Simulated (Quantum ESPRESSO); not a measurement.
# LiF (Griceite) (Fm-3m) in Quantum ESPRESSO: notebook

Runs on LiF (Griceite). Level: PBEsol. Tasks: band structure, single point, equation of state.

All numbers are computed with Quantum ESPRESSO 7.5; they aren't measurements. Logs are shortened: lines on timing, memory, paths and dates and some standing lists are left out, and cuts for length are marked.

## Step 1: The structure

Symmetry: Fm-3m, No. 225, cubic system. Conventional cell: a = 4.028 Å, b = 4.028 Å, c = 4.028 Å, α = 90.00°, β = 90.00°, γ = 90.00°. Around F (site symmetry m-3m) lie 6 Li at 2.01 Å. Li (site symmetry m-3m) has 6 F at 2.01 Å as nearest neighbours.

## Step 2: Band structure, PBEsol

Contents of pw.in:

```
&CONTROL
  calculation = 'scf'
  prefix = 'pwscf'
  outdir = './tmp'
  pseudo_dir = './pseudo'
  tprnfor = .true.
  tstress = .true.
  disk_io = 'low'
/
&SYSTEM
  ibrav = 0
  nat = 2
  ntyp = 2
  ecutwfc = 84
  nbnd = 10
  occupations = 'smearing'
  smearing = 'fd'
  degauss = 0.00367493
/
&ELECTRONS
  conv_thr = 4d-10
  electron_maxstep = 120
  mixing_beta = 0.5
/
ATOMIC_SPECIES
F     18.9984 F.upf
Li     6.9400 Li.upf
CELL_PARAMETERS bohr
   0.0000000000    3.8059084150    3.8059084150
   3.8059084150    0.0000000000    3.8059084150
   3.8059084150    3.8059084150    0.0000000000
ATOMIC_POSITIONS bohr
F      3.8059084150    3.8059084150    3.8059084150
Li     0.0000000000    0.0000000000    0.0000000000
K_POINTS automatic
11 11 11 0 0 0
```

Contents of pp_density.in:

```
&INPUTPP
  prefix = 'pwscf'
  outdir = './tmp'
  filplot = 'density.dat'
  plot_num = 0
/
&PLOT
  nfile = 1
  filepp(1) = 'density.dat'
  iflag = 3
  output_format = 6
  fileout = 'density.cube'
/
```

Contents of pp_potential.in:

```
&INPUTPP
  prefix = 'pwscf'
  outdir = './tmp'
  filplot = 'potential.dat'
  plot_num = 11
/
&PLOT
  nfile = 1
  filepp(1) = 'potential.dat'
  iflag = 3
  output_format = 6
  fileout = 'potential.cube'
/
```

Contents of pp_elf.in:

```
&INPUTPP
  prefix = 'pwscf'
  outdir = './tmp'
  filplot = 'elf.dat'
  plot_num = 8
/
&PLOT
  nfile = 1
  filepp(1) = 'elf.dat'
  iflag = 3
  output_format = 6
  fileout = 'elf.cube'
/
```

Contents of bands.in:

```
&CONTROL
  calculation = 'bands'
  prefix = 'pwscf'
  outdir = './tmp'
  pseudo_dir = './pseudo'
  disk_io = 'low'
  verbosity = 'high'
/
&SYSTEM
  ibrav = 0
  nat = 2
  ntyp = 2
  ecutwfc = 84
  nbnd = 10
  occupations = 'smearing'
  smearing = 'fd'
  degauss = 0.00367493
/
&ELECTRONS
  conv_thr = 1d-08
  electron_maxstep = 120
  mixing_beta = 0.5
  diago_full_acc = .true.
/
ATOMIC_SPECIES
F     18.9984 F.upf
Li     6.9400 Li.upf
CELL_PARAMETERS bohr
   0.0000000000    3.8059084150    3.8059084150
   3.8059084150    0.0000000000    3.8059084150
   3.8059084150    3.8059084150    0.0000000000
ATOMIC_POSITIONS bohr
F      3.8059084150    3.8059084150    3.8059084150
Li     0.0000000000    0.0000000000    0.0000000000
K_POINTS crystal
60
 0.0000000000  0.0000000000  0.0000000000 1
 0.0625000000  0.0000000000  0.0625000000 1
 0.1250000000  0.0000000000  0.1250000000 1
 0.1875000000  0.0000000000  0.1875000000 1
 0.2500000000  0.0000000000  0.2500000000 1
 0.3125000000  0.0000000000  0.3125000000 1
 0.3750000000  0.0000000000  0.3750000000 1
 0.4375000000  0.0000000000  0.4375000000 1
 0.5000000000  0.0000000000  0.5000000000 1
 0.5000000000  0.0625000000  0.5625000000 1
 0.5000000000  0.1250000000  0.6250000000 1
 0.5000000000  0.1875000000  0.6875000000 1
 0.5000000000  0.2500000000  0.7500000000 1
 0.4375000000  0.3125000000  0.7500000000 1
 0.3750000000  0.3750000000  0.7500000000 1
 0.3375000000  0.3375000000  0.6750000000 1
 0.3000000000  0.3000000000  0.6000000000 1
 0.2625000000  0.2625000000  0.5250000000 1
 0.2250000000  0.2250000000  0.4500000000 1
 0.1875000000  0.1875000000  0.3750000000 1
 0.1500000000  0.1500000000  0.3000000000 1
 0.1125000000  0.1125000000  0.2250000000 1
 0.0750000000  0.0750000000  0.1500000000 1
 0.0375000000  0.0375000000  0.0750000000 1
 0.0000000000  0.0000000000  0.0000000000 1
 0.0625000000  0.0625000000  0.0625000000 1
 0.1250000000  0.1250000000  0.1250000000 1
 0.1875000000  0.1875000000  0.1875000000 1
 0.2500000000  0.2500000000  0.2500000000 1
 0.3125000000  0.3125000000  0.3125000000 1
 0.3750000000  0.3750000000  0.3750000000 1
 0.4375000000  0.4375000000  0.4375000000 1
 0.5000000000  0.5000000000  0.5000000000 1
 0.5250000000  0.4500000000  0.5250000000 1
 0.5500000000  0.4000000000  0.5500000000 1
 0.5750000000  0.3500000000  0.5750000000 1
 0.6000000000  0.3000000000  0.6000000000 1
 0.6250000000  0.2500000000  0.6250000000 1
 0.5833333333  0.2500000000  0.6666666667 1
 0.5416666667  0.2500000000  0.7083333333 1
 0.5000000000  0.2500000000  0.7500000000 1
 0.5000000000  0.2857142857  0.7142857143 1
 0.5000000000  0.3214285714  0.6785714286 1
 0.5000000000  0.3571428571  0.6428571429 1
 0.5000000000  0.3928571429  0.6071428571 1
 0.5000000000  0.4285714286  0.5714285714 1
 0.5000000000  0.4642857143  0.5357142857 1
 0.5000000000  0.5000000000  0.5000000000 1
 0.4821428571  0.4821428571  0.5357142857 1
 0.4642857143  0.4642857143  0.5714285714 1
 0.4464285714  0.4464285714  0.6071428571 1
 0.4285714286  0.4285714286  0.6428571429 1
 0.4107142857  0.4107142857  0.6785714286 1
 0.3928571429  0.3928571429  0.7142857143 1
 0.3750000000  0.3750000000  0.7500000000 1
 0.6250000000  0.2500000000  0.6250000000 1
 0.5937500000  0.1875000000  0.5937500000 1
 0.5625000000  0.1250000000  0.5625000000 1
 0.5312500000  0.0625000000  0.5312500000 1
 0.5000000000  0.0000000000  0.5000000000 1
```

Potentials or basis: PseudoDojo 0.4.1 SR PBEsol standard.

Launch:

```bash
$ OMP_NUM_THREADS=1 pw.x -in pw.in > pw.out
$ OMP_NUM_THREADS=1 pp.x -in pp_density.in > pp_density.out
$ OMP_NUM_THREADS=1 pp.x -in pp_potential.in > pp_potential.out
$ OMP_NUM_THREADS=1 pp.x -in pp_elf.in > pp_elf.out
$ OMP_NUM_THREADS=1 pw.x -in bands.in > bands.out
```

pw.out:

```text
This program is part of the open-source Quantum ESPRESSO suite
     for quantum simulation of materials; please cite
[... 9 lines left out ...]
     --------------------
     sticks:   dense  smooth     PW     G-vecs:    dense   smooth      PW
     Sum         673     673    211                11575    11575    1989

     Using Slab Decomposition

     bravais-lattice index     =            0
     lattice parameter (alat)  =       5.3824  a.u.
     unit-cell volume          =     110.2567 (a.u.)^3
     number of atoms/cell      =            2
     number of atomic types    =            2
     number of electrons       =        10.00
     number of Kohn-Sham states=           10
     kinetic-energy cutoff     =      84.0000  Ry
     charge density cutoff     =     336.0000  Ry
     scf convergence threshold =      4.0E-10
     mixing beta               =       0.5000
     number of iterations used =            8  plain     mixing
     Exchange-correlation= PBESOL
                           (   1   4  10   8   0   0   0)

     celldm(1)=   5.382367  celldm(2)=   0.000000  celldm(3)=   0.000000
     celldm(4)=   0.000000  celldm(5)=   0.000000  celldm(6)=   0.000000

     crystal axes: (cart. coord. in units of alat)
               a(1) = (   0.000000   0.707107   0.707107 )
               a(2) = (   0.707107   0.000000   0.707107 )
               a(3) = (   0.707107   0.707107   0.000000 )

     reciprocal axes: (cart. coord. in units 2 pi/alat)
               b(1) = ( -0.707107  0.707107  0.707107 )
               b(2) = (  0.707107 -0.707107  0.707107 )
               b(3) = (  0.707107  0.707107 -0.707107 )

     PseudoPot. # 1 for F  read from file:
     F.upf
     Pseudo is Norm-conserving + core correction, Zval =  7.0
     Generated using ONCVPSP code by D. R. Hamann
     Using radial grid of  832 points,  5 beta functions with:
                l(1) =   0
                l(2) =   0
                l(3) =   1
                l(4) =   1
                l(5) =   2

     PseudoPot. # 2 for Li read from file:
     Li.upf
     Pseudo is Norm-conserving, Zval =  3.0
     Generated using ONCVPSP code by D. R. Hamann
     Using radial grid of 1944 points,  4 beta functions with:
                l(1) =   0
                l(2) =   0
                l(3) =   1
                l(4) =   1

     atomic species   valence    mass     pseudopotential
     F                 7.00    18.99840     F ( 1.00)
     Li                3.00     6.94000     Li( 1.00)

     48 Sym. Ops., with inversion, found

   Cartesian axes

     site n.     atom                  positions (alat units)
         1        F      tau(   1) = (   0.7071068   0.7071068   0.7071068  )
         2        Li     tau(   2) = (   0.0000000   0.0000000   0.0000000  )

     number of k points=    56  Fermi-Dirac smearing, width (Ry)=  0.0037
                       cart. coord. in units 2pi/alat
        k(    1) = (   0.0000000   0.0000000   0.0000000), wk =   0.0015026
        k(    2) = (   0.0642824   0.0642824  -0.0642824), wk =   0.0120210
        k(    3) = (   0.1285649   0.1285649  -0.1285649), wk =   0.0120210
        k(    4) = (   0.1928473   0.1928473  -0.1928473), wk =   0.0120210
        k(    5) = (   0.2571297   0.2571297  -0.2571297), wk =   0.0120210
        k(    6) = (   0.3214122   0.3214122  -0.3214122), wk =   0.0120210
[... 48 lines left out ...]
        k(   55) = (  -0.0642824  -0.4499770   0.7071068), wk =   0.0360631
        k(   56) = (   0.0000000  -0.3856946   0.6428243), wk =   0.0360631

     Dense  grid:    11575 G-vectors     FFT dimensions: (  32,  32,  32)

     Initial potential from superposition of free atoms

     starting charge       9.9952, renormalised to      10.0000
     Starting wfcs are    6 randomized atomic wfcs +    4 random wfcs

     Self-consistent Calculation

     iteration #  1     ecut=    84.00 Ry     beta= 0.50
     Davidson diagonalization with overlap
     ethr =  1.00E-02,  avg # of iterations =  5.3

     total energy              =     -63.66157731 Ry
     estimated scf accuracy    <       0.10536496 Ry
[... 43 lines left out ...]
     iteration #  8     ecut=    84.00 Ry     beta= 0.50
     Davidson diagonalization with overlap
     ethr =  2.36E-11,  avg # of iterations =  1.9

     End of self-consistent calculation

          k = 0.0000 0.0000 0.0000 (  1459 PWs)   bands (ev):

   -39.3693 -18.9722   0.8170   0.8170   0.8170   9.7599  24.7355  24.7355
    24.7359  24.9940

          k = 0.0643 0.0643-0.0643 (  1435 PWs)   bands (ev):
[... 106 lines left out ...]
   -39.3130 -18.5641  -1.0800  -0.1755   0.6377  12.2909  16.8523  20.2792
    20.3287  28.9714

          k = 0.0000-0.2571 0.2571 (  1420 PWs)   bands (ev):

   -39.3276 -18.6806  -0.6545   0.0951   0.7411  11.6714  17.7495  20.7026
    21.0115  27.4272

          k = 0.3857 0.0000-0.0000 (  1427 PWs)   bands (ev):
[... 46 lines left out ...]
   -39.2908 -18.3180  -1.6218  -0.8292   0.1209  14.9003  15.5811  19.2671
    20.3165  24.6570

          k = 0.6428-0.0000 0.0000 (  1424 PWs)   bands (ev):

   -39.2913 -18.2807  -2.1580  -0.1693  -0.1693  15.2517  17.1484  18.3129
    20.9485  20.9485

          k =-0.0000-0.6428 0.6428 (  1428 PWs)   bands (ev):

   -39.2896 -18.2671  -2.1541  -0.2880  -0.1503  15.4677  16.7306  18.2607
    20.8514  21.5371

          k = 0.2571 0.1286 0.0000 (  1423 PWs)   bands (ev):

   -39.3402 -18.7709  -0.2608   0.3989   0.6748  11.1951  19.1582  21.2335
    21.6987  24.1354

          k = 0.3214 0.1928-0.0643 (  1431 PWs)   bands (ev):
[... 36 lines left out ...]
   -39.3010 -18.4463  -1.2897  -0.5765   0.4102  13.2242  16.2809  19.8565
    20.0551  27.9054

          k = 0.0000-0.2571 0.3857 (  1429 PWs)   bands (ev):

   -39.3117 -18.5435  -1.0448  -0.2891   0.5333  12.6164  16.8251  20.1342
    20.4209  26.3501

          k = 0.5143 0.1286 0.0000 (  1435 PWs)   bands (ev):

   -39.3014 -18.4103  -1.5963  -0.1915   0.0624  13.9805  17.0856  19.1280
    20.7166  22.4639

          k =-0.1286-0.5143 0.6428 (  1435 PWs)   bands (ev):
[... 6 lines left out ...]
   -39.2912 -18.3244  -1.5639  -0.8445   0.1106  14.7312  15.8309  19.1023
    20.1327  25.4521

          k = 0.0000-0.3857 0.5143 (  1437 PWs)   bands (ev):

   -39.2938 -18.3639  -1.1635  -1.1263   0.2508  14.1929  15.7976  19.5520
    19.9819  27.3845

          k =-0.0643-0.5785 0.7071 (  1435 PWs)   bands (ev):
[... 21 lines left out ...]
   -39.2899 -18.2993  -1.6555  -0.8251   0.0069  15.2805  16.0113  18.3879
    20.1330  25.2550

          k = 0.0000-0.3857 0.6428 (  1430 PWs)   bands (ev):

   -39.2892 -18.2991  -1.3957  -1.1368   0.0418  15.4716  15.6505  18.4613
    19.9847  27.0886

     the Fermi energy is     4.6629 ev

!    total energy              =     -63.69117760 Ry
     estimated scf accuracy    <          1.4E-10 Ry
     smearing contrib. (-TS)   =       0.00000000 Ry
     internal energy E=F+TS    =     -63.69117760 Ry

     The total energy is F=E-TS. E is the sum of the following terms:
     one-electron contribution =     -25.03297705 Ry
     hartree contribution      =      16.54571579 Ry
     xc contribution           =     -14.25563968 Ry
     ewald contribution        =     -40.94827666 Ry

     convergence has been achieved in   8 iterations

     Forces acting on atoms (cartesian axes, Ry/au):

     atom    1 type  1   force =    -0.00000000    0.00000000    0.00000000
     atom    2 type  2   force =     0.00000000   -0.00000000   -0.00000000

     Total force =     0.000000     Total SCF correction =     0.000000

     Computing stress (Cartesian axis) and pressure

          total   stress  (Ry/bohr**3)                   (kbar)     P=      -14.11
  -0.00009589   0.00000000   0.00000000          -14.11        0.00        0.00
   0.00000000  -0.00009589   0.00000000            0.00      -14.11        0.00
   0.00000000   0.00000000  -0.00009589            0.00        0.00      -14.11

=------------------------------------------------------------------------------=
   JOB DONE.
=------------------------------------------------------------------------------=
```

Run time: 12 s. Hardware: 1 thread of Arm Neoverse V1, shared host; peak memory 0.09 GiB.

What came out:

* Free energy: -866.5626 eV
* Pressure: -1.4 GPa
* Band gap on the k mesh: 8.94 eV, direct
* Band gap along the path: 8.94 eV, direct

Levels at the corners of the path, in eV from the valence-band top:
```csv
point,band 1,band 2,band 3,band 4,band 5,band 6,band 7,band 8,band 9,band 10
Γ,-40.19,-19.79,0.00,0.00,0.00,8.94,23.92,23.92,23.92,24.18
X,-40.11,-19.08,-3.04,-1.01,-1.01,14.64,16.25,17.36,20.13,20.13
W,-40.11,-19.11,-2.10,-2.10,-0.80,14.88,14.88,17.35,19.15,27.31
K,-40.11,-19.13,-2.53,-1.58,-0.74,14.32,14.73,18.31,19.57,23.36
Γ,-40.19,-19.79,0.00,0.00,0.00,8.94,23.92,23.92,23.92,24.18
L,-40.12,-19.35,-2.54,-0.23,-0.23,10.63,16.56,18.81,18.81,30.36
U,-40.11,-19.13,-2.53,-1.58,-0.74,14.32,14.73,18.31,19.57,23.36
W,-40.11,-19.11,-2.10,-2.10,-0.80,14.88,14.88,17.35,19.15,27.31
L,-40.12,-19.35,-2.54,-0.23,-0.23,10.63,16.56,18.81,18.81,30.36
K,-40.11,-19.13,-2.53,-1.58,-0.74,14.32,14.73,18.31,19.57,23.36
U,-40.11,-19.13,-2.53,-1.58,-0.74,14.32,14.73,18.31,19.57,23.36
X,-40.11,-19.08,-3.04,-1.01,-1.01,14.64,16.25,17.36,20.13,20.13
```

[end of part 1 of 2]
